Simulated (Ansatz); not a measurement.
Set up this calculation in Ansatz 0.2.0, as the native input.

| Item | Value |
| --- | --- |
| Task | single point |
| Functional | LDA |
| Potentials or basis | Ansatz PAW |
| Cutoff | 420 eV (not typed: the program's choice for these potentials) |
| k mesh | 12 × 12 × 7 |
| Occupations | methfessel-paxton, width 0.1 eV |
| Spin | collinear spin, ferrimagnetic start |
| Starting moments | [4.0, -2.0] μB |
| Hubbard terms | Mn d U = 7 eV |
| Hubbard projectors | ortho-atomic (the default) |
| Double counting | fll (the default) |

Mn:

```xyz
2
Lattice="2.4836 0.0000 0.0000 -1.2418 2.1509 0.0000 0.0000 0.0000 4.0262" Properties=species:S:1:pos:R:3 pbc="T T T"
Mn   -0.0367    1.3430    1.1343
Mn    1.1443    0.6811    3.0330
```

This isn't the form of Mn at room conditions, which is a 58-atom cubic cell.

The cell isn't the ideal one: atoms moved at random, drawn with an rms of 0.15 Å.

These files were run (other wordings do the same):

input.yaml

```yaml
crystal:
  lattice:
    - [2.4836457705, 0.0, 0.0]
    - [-1.2418228853, 2.1509003313, 0.0]
    - [0.0, 0.0, 4.026195]
  atoms:
    - { symbol: Mn, position: [0.29742, 0.624371, 0.281738], spin: 4.0 }
    - { symbol: Mn, position: [0.619057, 0.316648, 0.753313], spin: -2.0 }
hamiltonian:
  xc: lda
  pseudopotentials: { kind: paw }
  hubbard: { sites: [{ species: Mn, l: d, u_eff: 7.0 }] }
magnetization:
  spin_polarized: true
kpoints:
  mp_grid: { grid: [12, 12, 7] }
scf:
  occupations: { method: methfessel_paxton, width: 0.1 }
output:
  forces: true
  stress: true
  eigenvalues: true
```

Potentials or basis: Ansatz PAW.

The run is started by

```sh
$ ansatz run input.yaml --threads 2 --pin off --max-ram 5632MiB --backend cpu --events-out ev --progress --plain --runs-dir out
```

Results of the run:

```json
{
  "Pressure": "88.4 GPa",
  "Largest force": "2.124 eV/Å",
  "Band gap on the k mesh": "none (metal or under the smearing width)",
  "Net moment": "0.00 μB per cell",
  "Absolute moment": "7.05 μB per cell",
  "Site moments": "Mn +3.22, -3.22 μB"
}
```

Caveat: the magnetic or orbital state may not be the lowest; a pressure of tens of GPa on the cell as given is suspect, and the run, the potentials or the cell itself is likely at fault; the PAW data sets come from PBE, with cores solved anew for the run's functional, which leaves a small shift of forces and pressure; the U is typed as a test and isn't derived for this compound; forces of over 1 eV/Å show positions far from the minimum, so gaps and moduli don't describe the material at rest.

Run time: 71 s on 2 threads of Intel(R) Xeon(R) 6975P-C (Granite Rapids), on a shared host, peak memory 1 GiB.
